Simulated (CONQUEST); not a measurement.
**Au: single point with PBE**

The system is Au.

```
CELL_PARAMETERS angstrom
2.87792 0.00000 0.00000
0.00000 2.87792 0.00000
0.00000 0.00000 4.07000
ATOMIC_POSITIONS crystal
Au 0.00318 0.99925 0.99519
Au 0.49658 0.47936 0.48832
```

The cell isn't the ideal one: atoms of the box moved at random, drawn with an rms of 0.05 Å.

- Program: CONQUEST 1.3
- Task: single point
- Functional: PBE
- Potentials or basis: PseudoDojo NC PBE, DZP, grid cutoff 120 Ha
- k mesh: 9 × 9 × 7
- Occupations: fermi-dirac, width 0.05 eV
- Spin: no spin polarisation

The pressure is 12.0 GPa and the largest force is 0.372 eV/Å. The band gap on the k mesh is none (metal or under the smearing width).

Forces on the atoms (eV/Å):
```
Au  -0.078 -0.205 -0.280
Au   0.064  0.205  0.304
```

Wall time 43 s on 1 thread of AMD EPYC 9R45 (Zen 5), with other jobs on the host, peak memory 0.49 GiB.

Caveat: the basis of atomic orbitals isn't converged, which shifts pressures, moduli and gaps. The run has no spin-orbit coupling, so splittings on Au are missing.
